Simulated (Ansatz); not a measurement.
Input:

RuO₂:
```
RuO2
1.0
    4.48114     0.00000     0.00000
    0.00000     4.48114     0.00000
    0.00000     0.00000     3.10858
Ru O
2 4
Direct
  0.50000   0.50000   0.50000
  0.00000   0.00000   0.00000
  0.80535   0.19465   0.50000
  0.19465   0.80535   0.50000
  0.30535   0.30535   0.00000
  0.69465   0.69465   0.00000
```

This is the r²SCAN-relaxed structure.

### Question
All from the program Ansatz at the r²SCAN level (PAW), unless another level is named. Estimate the electronic character.

### Answer
metallic (no gap).

### Question
And the formation energy from the elements (no fitted shifts)?

### Answer
-1.15 eV/atom.

### Question
And the density of states at the Fermi level?

### Answer
0.49 states/eV per atom (mean over ±0.08 eV).

Space group P4_2/mnm (rutile). Symmetry was held in the r²SCAN relaxation. The run is not spin-polarised. The references are the lowest solids computed at this level, not always the standard phases (solids in place of the gases). Spin–orbit coupling is left out wherever it is not named.

Potentials: the earlier of the program's two PAW sets.
